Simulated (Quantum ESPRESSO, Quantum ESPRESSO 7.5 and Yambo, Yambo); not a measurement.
# SiC (P6_3mc): G0W0 on several meshes in Yambo

Aim: the GW shift of SiC (P6_3mc) against the k mesh.

Method: PBE and many-body steps on it, plane waves, in Quantum ESPRESSO 7.5 and Yambo 5.3.0.

## (1) The structure

It takes space group P6_3mc (No. 186, hexagonal). The conventional cell has a = 3.074 Å, b = 3.074 Å, c = 5.045 Å, α = 90.00°, β = 90.00°, γ = 120.00°. Nearest to Si lie 4 C at 1.88 to 1.90 Å. Nearest to C lie 4 Si at 1.88 to 1.90 Å. Farther neighbours are not listed.

The cell and positions are those that the Materials Project relaxed with its own functionals (PBE, PBE+U or r2SCAN), kept fixed.

## (2) Empty states on the mesh, 3×3×2 mesh, 131 bands

This step: Quantum ESPRESSO 7.5; DFT, PBE, plane waves, norm-conserving pseudopotentials.

The sums over transitions need many empty states on a uniform mesh; this step solves for them.

pw.in

```
&control
  calculation = 'nscf'
  prefix = 'x'
  outdir = 'o'
  pseudo_dir = 'pseudo'
/
&system
  ibrav = 0
  nat = 4
  ntyp = 2
  ecutwfc = 74.0
  nbnd = 131
  force_symmorphic = .true.
/
&electrons
  conv_thr = 1e-9
  electron_maxstep = 80
  diago_full_acc = .true.
  diago_thr_init = 5e-6
/
ATOMIC_SPECIES
  Si 28.085 Si.upf
  C 12.011 C.upf
CELL_PARAMETERS angstrom
  3.0735139282 0.0000000000 0.0000000000
  -1.5367569641 2.6617411407 0.0000000000
  0.0000000000 0.0000000000 5.0452477100
ATOMIC_POSITIONS crystal
  Si 0.3333333333 0.6666666667 0.4996024000
  Si 0.6666666667 0.3333333333 0.9996024000
  C 0.3333333333 0.6666666667 0.8753976000
  C 0.6666666667 0.3333333333 0.3753976000
K_POINTS automatic
  3 3 2 0 0 0
```

Command:

```bash
OMP_NUM_THREADS=1 mpirun -n 4 pw.x -nk 4 -in pw.in > pw.out
```

Output:

```text
Program PWSCF v.7.5 starts

     This program is part of the open-source Quantum ESPRESSO suite
     for quantum simulation of materials; please cite
         "P. Giannozzi et al., J. Phys.:Condens. Matter 21 395502 (2009);
         "P. Giannozzi et al., J. Phys.:Condens. Matter 29 465901 (2017);
         "P. Giannozzi et al., J. Chem. Phys. 152 154105 (2020);
     in publications or presentations arising from this work. More details at

     Atomic positions and unit cell read from directory:
     o/x.save/

     Message from routine setup:
[...]
k = 0.0000 0.3849 0.0000 (  2992 PWs)   bands (ev):

[...]
75.4588  76.1808  77.3082  77.5909  78.1283  78.5855  79.1692  80.7644
     [... 5 further rows ...]
   108.7188 109.3249 109.3457 110.5848 112.3677 113.4767 113.6722 114.2489
   115.1755 115.4311 115.5819

          k = 0.0000 0.3849-0.3046 (  2990 PWs)   bands (ev):

     [... further k-points ...]

     highest occupied, lowest unoccupied level (ev):     9.6798   11.9551

     XML data file, pseudopotentials, collected wavefunctions

=------------------------------------------------------------------------------=
   JOB DONE.
=------------------------------------------------------------------------------=
```

The job ended after 6.2 s (4 MPI ranks of Arm Neoverse V1, shared host; peak memory 0.32 GiB).

This step gave:

- gap: 2.275 eV
- k of the valence top: 0, 0, 0
- k of the conduction bottom: 0.3333, 0.3333, 0
- least direct gap: 4.293 eV
- k points computed: 6
- lowest point of the top converged band, above the valence top: 102.0219 eV

On this mesh the gap is 2.275 eV.

The density comes from a self-consistent run that is not shown.

## (3) Conversion and set-up

This step: Yambo 5.3.0; conversion and set-up on PBE, plane waves, norm-conserving pseudopotentials.

The states are converted to the many-body program's format and the q mesh is built.

Command:

```bash
(cd o/x.save; p2y > p2y.log; mv SAVE ../..); yambo > setup.log
```

Output:

```text
 Yambo, version 5.3.0

 [02] CORE Variables Setup
 =========================

  [02.01] Unit cells
  ==================

  Cell kind             :  HCP
  Atoms in the cell     :  Si  C
  number of Si atoms    :  2
  number of C  atoms    :  2

  List of atomic masses
  Mass of Si    :  28.08500
  Mass of C     :  12.01100

  List of atomic coordinates    : [cc]
  Si1       : -0.29041E-09   3.3533       4.7633      order 1
  Si2       :  2.904050  1.676654  9.530346  order 2
  C1       : -0.29041E-09   3.3533       8.3462      order 3
[...]
IBZ Q-points                                      :   6
 BZ  Q-points                                      :  18

 K/Q-points units:
 rlu = crystal or reduced units; cc = cartesian coordinates; iku = interal k-units

 Q [1]          [rlu]:  0.000000  0.000000  0.000000
 Q [2]          [rlu]:  0.000000  0.000000 -0.500000
 Q [3]          [rlu]:  0.13002E-17  0.33333       0.0000
 Q [4]          [rlu]:  0.13002E-17  0.33333     -0.50000
 Q [5]          [rlu]:  0.333333  0.333333  0.000000
 Q [6]          [rlu]:  0.333333  0.333333 -0.500000

  [03.01] X indexes
  =================

   [03.01.01] Sigma indexes
   ========================

 [06] Game Over & Game summary
```

Wall time 2 s (1 MPI rank); peak memory 0.23 GiB.

## (4) 3×3×2

Now the one-shot GW correction: screening in the RPA, then the self-energy of the levels asked for.

This step: G0W0 on PBE, plane waves, norm-conserving pseudopotentials.

gw13.in

```
HF_and_locXC
gw0
dyson
ppa
em1d
rim_cut
RandQpts= 1000000
RandGvec= 1 RL
EXXRLvcs= 74 Ry
VXCRLvcs= 296 Ry
Chimod= "HARTREE"
% BndsRnXp
 1 | 131 |
%
NGsBlkXp= 15.5 Ry
% LongDrXp
 1 | 1 | 1 |
%
% GbndRnge
 1 | 131 |
%
DysSolver= "n"
ExtendOut
PPAPntXp= 27.21138 eV
% QPkrange
 1 | 1 | 7 | 10 |
 5 | 5 | 7 | 10 |
 3 | 3 | 7 | 10 |
%
```

Command:

```bash
OMP_NUM_THREADS=1 mpirun -n 4 yambo -F gw13.in -J gw13 -C gw13 > gw13.log
```

Output:

```text
 Yambo, version 5.3.0

 [02] CORE Variables Setup
 =========================

  [... cell, symmetries and grids as in the set-up ...]

  [02.05] Energies & Occupations
  ==============================

  [X] === General ===
  [X] Electronic Temperature                        :  0.000000  0.000000 [eV K]
  [X] Bosonic    Temperature                        :  0.000000  0.000000 [eV K]
  [X] Finite Temperature mode                       : no
  [X] El. density                                   :  0.38765E+24 [cm-3]
  [X] Fermi Level                                   :  9.679822 [eV]

  [X] === Gaps and Widths ===
  [X] Conduction Band Min                           :  2.275274 [eV]
  [X] Valence Band Max                              :  0.000000 [eV]
  [X] Filled Bands                                  :   8
  [X] Empty Bands                                   :    9  131
  [X] Direct Gap                                    :  4.293375 [eV]
  [X] Direct Gap localized at k                     :  3
  [X] Indirect Gap                                  :  2.275274 [eV]
  [X] Indirect Gap between kpts                     :   1   5
  [X] Last valence band width                       :  3.841673 [eV]
  [X] 1st conduction band width                     :  3.637217 [eV]

 [03] Transferred momenta grid and indexing
 ==========================================

 IBZ Q-points                                      :   6
 BZ  Q-points                                      :  18

 K/Q-points units:
 rlu = crystal or reduced units; cc = cartesian coordinates; iku = interal k-units

 Q [1]          [rlu]:  0.000000  0.000000  0.000000
 Q [2]          [rlu]:  0.000000  0.000000 -0.500000
 Q [3]          [rlu]:  0.13002E-17  0.33333       0.0000
 Q [4]          [rlu]:  0.13002E-17  0.33333     -0.50000
 Q [5]          [rlu]:  0.333333  0.333333  0.000000
 Q [6]          [rlu]:  0.333333  0.333333 -0.500000

 [04] Coloumb potential Random Integration (RIM)
 ===============================================

  [04.01] RIM initialization
  ==========================

  * Diagonal components only detected *

  8 x (sBL volume)        :  0.395801 [a.u.]
  sBZ random points       :  1000000
  Points outside the sBZ  :   7980387
  RL volume               :  0.890552 [a.u.]
  Integrated volume       :  0.892741 [a.u.]

  [04.02] RIM integrals
  =====================

  Gamma point sphere radius             :  0.133181 [a.u.]
  Points outside the sphere             :   800045
  [Int_sBZ(q=0) 1/q^2]*(Vol_sBZ)^(-1/3) =:  7.695676
                                 should be <:  7.795600

  Summary of Coulomb integrals for non-metallic bands |Q|[au] RIM/Bare

  Q [1] 0.100000E-4 0.987182 * Q [2] 0.329510 0.990552
  Q [3] 0.416384 1.087199 * Q [4] 0.530992 1.047721
  Q [5] 0.721198 1.031365 * Q [6] 0.792908 1.024299

 [05] Dipoles
 ============

  [05.01] Setup: observables and procedures
  =========================================

  [WARNING] [x,Vnl] slows the Dipoles computation. To neglect it rename the ns.kb_pp file

 [06] Dynamic Dielectric Matrix (PPA)
 ====================================

 [WR./gw13//ndb.pp]--------------------------------------------------------------
  Brillouin Zone Q/K grids (IBZ/BZ)                :   6  18   6  18
  RL vectors                                       :   3863 [WF]
  Coulomb cutoff potential                         : none
  Electronic Temperature                           :  0.000000 [K]
  Bosonic    Temperature                           :  0.000000 [K]
  PPA    diel. fun.  energies                      : Perdew, Burke & Ernzerhof(X)+Perdew, Burke & Ernzerhof(C)
  wavefunctions                                    : Perdew, Burke & Ernzerhof(X)+Perdew, Burke & Ernzerhof(C)
  Global Gauge                                     : length
  X matrix size                                    :   325
  X band range                                     :    1  131
  X e/h energy range                               : -1.000000 -1.000000 [eV]
  X Time ordering                                  : R
  X Hxc Kernel                                     : HARTREE
  X Drude frequency                                :  0.000000  0.000000
  X poles                                          :  100.0000 [o/o]
  RL vectors in the sum                            :   3863
  [r,Vnl] included                                 : yes
  Field direction                                  :  0.577350E-5  0.577350E-5  0.577350E-5
  BZ energy Double Grid                            : no
  BZ energy DbGd points                            : 0
  BZ Q point size factor                           : -1.000000
  X Optical Averaged directions                    : none

 [07] Local Exchange-Correlation + Non-Local Fock
 ================================================

 [VXC] Plane waves :  23897
 [EXS] Plane waves :  2997

 QP @ state[ 1 ] K range:  1  1
 QP @ state[ 1 ] b range:   7  10
 QP @ state[ 2 ] K range:  3  3
 QP @ state[ 2 ] b range:   7  10
 QP @ state[ 3 ] K range:   5   5
 QP @ state[ 3 ] b range:   7  10

 [xc] Functional : Perdew, Burke & Ernzerhof(X)+Perdew, Burke & Ernzerhof(C)
 [xc] LIBXC used to calculate xc functional
  PP Number of Atomic Species                      :  2
  NLCC RL compoments                               :  23897
  PP Number of Atomic Species                      :  2
  NLCC RL compoments                               :  23897

 [xc] E_xc :  -6.121339 [Ha]
      E_xc :  -12.24268 [Ry]

  Local XC kind (lXC) : Perdew, Burke & Ernzerhof(X)+Perdew, Burke & Ernzerhof(C)
  Non-Local XC kind (nlXC) : Hartree-Fock

  Corrections @ K [1] :  [eV]
 <7|nlXC|7> = -17.73011 -0.44508E-19 <7|lXC|7> = -15.07634 -0.75527E-15
 <8|nlXC|8> = -17.72960  0.12353E-16 <8|lXC|8> = -15.07634 -0.37763E-15
 <9|nlXC|9> = -6.613231 -0.37608E-17 <9|lXC|9> = -12.10949 -0.14363E-21
 <10|nlXC|10> = -7.052318 -0.47748E-17 <10|lXC|10> = -12.77719  0.18882E-15

  Corrections @ K [3] :  [eV]
 <7|nlXC|7> = -16.50777  0.22272E-17 <7|lXC|7> = -13.76698  0.94408E-16
 <8|nlXC|8> = -17.66566 -0.62439E-17 <8|lXC|8> = -14.66754  0.28323E-15
[...]
Corrections @ K [5] :  [eV]
[...]
<8|nlXC|8> = -16.86673  0.18375E-16 <8|lXC|8> = -13.15253 -0.18882E-15
 <9|nlXC|9> = -5.418694 -0.66718E-18 <9|lXC|9> = -9.866063  0.47204E-16
 <10|nlXC|10> = -6.328299  0.35432E-17 <10|lXC|10> = -12.29613  0.70806E-16

 [08] Dyson equation: Newton solver
 ==================================

  [08.01] G0W0 (W PPA)
  ====================

  [  GW  ] Bands range     :    1  131
  [GW/PPA] G damping       :  0.100000 [eV]

  QP @ state[ 1 ] K range:  1  1
  QP @ state[ 1 ] b range:   7  10
  QP @ state[ 2 ] K range:  3  3
  QP @ state[ 2 ] b range:   7  10
  QP @ state[ 3 ] K range:   5   5
  QP @ state[ 3 ] b range:   7  10

   Sc/G bands                                       :    1  131
   Sc/G damping                                     :  0.100000 ev
   Sc bands terminator                              : no
   Sx RL components                                 :  2997

   QP @ state[ 1 ] K range                          :  1  1
   QP @ state[ 1 ] b range                          :   7  10
   QP @ state[ 2 ] K range                          :  3  3
   QP @ state[ 2 ] b range                          :   7  10
   QP @ state[ 3 ] K range                          :   5   5
   QP @ state[ 3 ] b range                          :   7  10
   GF energies kind                                 : Perdew, Burke & Ernzerhof(X)+Perdew, Burke & Ernzerhof(C)
   GF WF`s kind                                     : Perdew, Burke & Ernzerhof(X)+Perdew, Burke & Ernzerhof(C)
   Xs energies kind                                 : Perdew, Burke & Ernzerhof(X)+Perdew, Burke & Ernzerhof(C)
   Xs WF`s kind                                     : Perdew, Burke & Ernzerhof(X)+Perdew, Burke & Ernzerhof(C)

 [11] Game Over & Game summary
```

Elapsed: 41 s, on 4 MPI ranks; peak memory 1.3 GiB.

Numbers from this step:

```
G0W0 gap on the points computed              : 2.900 eV
starting gap on the mesh                     : 2.275 eV
k of the valence top                         : 0, 0, 0
k of the conduction bottom                   : 0.3333, 0.3333, 0
least direct G0W0 gap on the computed points : 5.157 eV
Z at the valence top                         : 0.7979
Z at the conduction bottom                   : 0.8287
```

The gap on the mesh goes from 2.28 eV to 2.90 eV, a correction of +0.62 eV.

## (5) Empty states on the mesh, 6×6×4 mesh, 131 bands

This step: Quantum ESPRESSO 7.5; DFT, PBE, plane waves, norm-conserving pseudopotentials.

Edit pw.in of step 2 so:

```diff
@@ -33,2 +33,2 @@
 K_POINTS automatic
-  3 3 2 0 0 0
+  6 6 4 0 0 0
```

Command:

```bash
OMP_NUM_THREADS=1 mpirun -n 4 pw.x -nk 4 -in pw.in > pw.out
```

Output:

```text
[banner, memory and clock lines left out]
Program PWSCF v.7.5 starts

     Atomic positions and unit cell read from directory:
     o/x.save/

     Message from routine setup:
     using ibrav=0 with symmetry is DISCOURAGED, use correct ibrav instead

     G-vector sticks info

     bravais-lattice index     =            0
     lattice parameter (alat)  =       5.8081  a.u.
     unit-cell volume          =     278.5352 (a.u.)^3
     number of atoms/cell      =            4
     number of atomic types    =            2
     number of electrons       =        16.00
[...]
k = 0.0000 0.0000 0.1523 (  2948 PWs)   bands (ev):

[...]
[... 5 further rows ...]
[...]
116.8599 116.9084 117.2897

          k = 0.0000 0.0000-0.3046 (  2978 PWs)   bands (ev):

[...]
78.0525  78.0525  78.0525  78.0525  78.7377  78.7377  79.3941  79.3941
     [... 5 further rows ...]
   109.1846 109.1846 113.0707 113.0707 113.0707 113.0707 115.1813 115.1813
   117.7705 117.7705 117.7705

          k = 0.0000 0.1925 0.0000 (  2974 PWs)   bands (ev):

     [... further k-points ...]

     highest occupied, lowest unoccupied level (ev):     9.6798   11.9551

     XML data file, pseudopotentials, collected wavefunctions
```

It took 17 s on 4 MPI ranks; peak memory 0.32 GiB; 68 s of CPU time.

Numbers from this step:

* gap: 2.275 eV
* k of the valence top: 0, 0, 0
* k of the conduction bottom: 0.3333, 0.3333, 0
* least direct gap: 3.985 eV
* k points computed: 24
* lowest point of the top converged band, above the valence top: 102.0219 eV

On this mesh the gap is 2.275 eV.

(Part 1 of 2 ends here.)

[Paths, hosts, dates, memory and timing lines, banners, echoed tables and standing remarks are left out of the program output.]

[Logs are printed without paths, hosts, clocks, repeated set-up lines and the standing remarks that a program may print on its own settings, such as how far it seeks lower states.]

[Runs of the session that timed out or met a known fault of the program may be left out.]

[Hosts, paths, dates, database ids (printed as entryN), source tags and the programs' standing remarks are cut or masked in the printed files.]
